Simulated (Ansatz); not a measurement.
Wires are cut from relaxed bulk AlNi (Pm-3m, 12.11 Å³/atom, gap on the mesh 0.00 eV); atoms and period are relaxed, and energies count from that bulk.

The calculation used Ansatz 0.2.0, DFT PBE, scalar-relativistic, plane waves, PAW.

Cutoff 420 eV, Gaussian smearing of 0.05 eV, energies at zero smearing, symmetry of each start kept, no spin polarisation.

```csv
start,atoms,k mesh,excess energy (eV per host atom),line energy (eV/Å),period (Å),gap on the mesh (eV)
"[110] wire, 14 host atoms a period",14,1×1×13,0.918,3.372,3.812,0
"[110] wire, 24 host atoms a period",24,1×1×13,0.687,4.198,3.927,0
```

Spin polarisation was left out, and a magnetic state may lie lower.

Each run keeps its start's symmetry and one magnetic start, so lower states can exist.

Cost: 2 runs of about 20 core-minutes in all, on Intel Xeon 6975P-C (Granite Rapids) (shared hosts).